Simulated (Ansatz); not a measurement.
# Ge under changes of volume

One of the cells (19.607 Å³/atom); the others are scaled copies at fixed shape and fractional positions:

```
Ge
1.0
     1.39715   -2.60052    0.00000
     1.39715    2.60052    0.00000
     0.00000    0.00000    2.69823
Ge
1
Direct
  0.50000 0.50000 0.00000
```

This isn't the form of Ge at room conditions, which is diamond.

| Item | Value |
| --- | --- |
| Program | Ansatz 0.2.0 |
| Functional | LDA |
| Potentials or basis | Ansatz PAW |
| Cutoff | 420 eV (not typed: the program's choice for these potentials) |
| k mesh | 11 × 11 × 10 |
| Occupations | fermi-dirac, width 0.05 eV |
| Spin | no spin polarisation |

```tsv
volume (Å³/atom)	energy over the lowest point (meV/atom)	pressure (GPa)
18.431	0.00	-1.8
18.823	6.15	-3.2
19.215	?	?
19.607	28.18	-5.6
19.999	43.33	-6.6
20.391	60.81	-7.5
20.783	80.36	-8.3
```

What does the run at 19.215 Å³/atom give?

Energy over the lowest point 15.67 meV/atom; pressure -4.5 GPa.

Worked out: A Birch-Murnaghan fit of order 3 (a polynomial in V^(-2/3)) to the other rows has its minimum at 18.01 Å³/atom, just outside them, with B0 = V·E''(V) = 81 GPa and B' = 4.6 at fixed shape and positions, which overstates the stiffness. It gives 15.67 meV/atom at 19.215 Å³/atom, against the run's 15.67, and -dE/dV = -4.5 GPa, against -4.5.

Energies are extrapolated to zero smearing.

Caveats: the PAW data sets come from PBE, with cores solved anew for the run's functional, which leaves a small shift of forces and pressure.
